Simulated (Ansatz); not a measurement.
**Compressing MgO: a fit and a missing row**

MgO, Fm-3m, a = 4.214 Å. Ansatz: PBEsol, PAW, 420 eV, Γ-centred 10×10×10 mesh on 2 atoms, Gaussian smearing 0.02 eV; no spin polarisation. Symmetry fixes shape and atoms, so the cell is only scaled; pressure is positive in compression.

| V (Å³/atom) | P (GPa) |
| --- | --- |
| 8.794 | ? |
| 9.075 | 5.09 |
| 9.356 | -0.02 |
| 9.636 | -4.39 |
| 9.917 | -8.15 |

Q: Take V0 = 9.356 Å³/atom, count pressures from its P0 = -0.02 GPa, fit the third-order Birch–Murnaghan form to the other rows, and predict the missing pressure.

A: With the Eulerian strain f = ½[(V0/V)^(2/3) − 1] and y = (P − P0)/[3f(1 + 2f)^(5/2)], the form is the line y = B0 + 1.5 B0 (B0′ − 4) f. Rows (f, y): 0.01027, 157.6; -0.00973, 157.2; -0.01904, 156.8. Means f = -0.006167, y = 157.20; Σ(Δf)² = 0.0004486, ΣΔfΔy = 0.01172; the slope is their ratio. y = 157.4 + 26.14 f GPa, so B0 = 157.4 GPa and B0′ = 4 + 2 × (26.14)/(3 × 157.4) = 4.11. At V = 8.794, f = 0.02108, y = 157.95 and P = 11.06 GPa. The run gave 11.05 GPa, so the fit is 0.01 GPa too high, a small miss on the scale of the series. The form still works here, 33 % of the fitted range beyond its end.